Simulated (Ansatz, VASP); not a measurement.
## Two plane-wave programs on IrO

Contents of POSCAR:

```
IrO
1.0
    0.0000000000      2.3648116834      2.3648116834
    2.3648116834      0.0000000000      2.3648116834
    2.3648116834      2.3648116834      0.0000000000
Ir O
1 1
Direct
    0.0000000000      0.0000000000      0.0000000000
    0.2500000000      0.2500000000      0.2500000000
```

INCAR.step1

```
ALGO = Normal
EDIFF = 1E-4
ENCUT = 520
GGA = PE
ISMEAR = 0
LASPH = T
LCHARG = F
LREAL = F
LWAVE = T
NBANDS = 14
NELM = 60
PREC = Accurate
SIGMA = 0.1
```

INCAR.step2

```
ALGO = Normal
EDIFF = 1E-7
ENCUT = 520
ISIF = 2
ISMEAR = 0
ISTART = 1
LASPH = T
LCHARG = T
LELF = T
LMIXTAU = T
LREAL = F
LVHAR = T
LWAVE = F
METAGGA = R2SCAN
NBANDS = 14
NELM = 60
PREC = Accurate
SIGMA = 0.1
```

Contents of KPOINTS:

```
k-points
0
Gamma
  16 16 16
```

Input for Ansatz:

```yaml
crystal:
  lattice:
    - [0.0, 2.3648116834, 2.3648116834]
    - [2.3648116834, 0.0, 2.3648116834]
    - [2.3648116834, 2.3648116834, 0.0]
  atoms:
    - { symbol: Ir, position: [0.0, 0.0, 0.0] }
    - { symbol: O, position: [0.25, 0.25, 0.25] }
basis:
  ecutwfc: 500
kpoints:
  mp_grid: { grid: [16, 16, 16] }
hamiltonian:
  xc: r2scan
scf:
  occupations: { method: gaussian, width: 0.1 }
output:
  forces: true
  stress: true
  eigenvalues: true
  write_density: true
  write_potential: true
  elf: true
  volumetric_format: npy
```

Alike in both runs: task single point; functional r2SCAN; k mesh 16 × 16 × 16; occupations gaussian, width 0.1 eV; no spin polarisation.

|  | VASP | Ansatz |
| --- | --- | --- |
| version | VASP 6.6.1 | Ansatz 0.2.0 |
| potentials or method | VASP PAW PBE potentials, release 64 (Ir, O) | scalar-relativistic, plane waves, PAW |
| plane-wave cutoff (eV) | 520 | 500 |
| valence electrons in the cell | 15 | 23 |

|  | VASP | Ansatz | Ansatz less VASP |
| --- | --- | --- | --- |
| gap on the k mesh at the Fermi level (eV) | none | none | - |
| pressure (GPa) | 2.2 | 0.0 | -2.21 |

A gap of «none» marks a metal or a gap that the smearing closes. The two sets of potentials don't hold the same shells in valence.

Caveats: the PAW data sets were made with another functional, which shifts forces and pressure a little (VASP); an odd number of electrons without spin polarisation forces a metal; a magnetic or distorted state may lie lower. Spin-orbit coupling is left out, which matters for the levels of Ir.
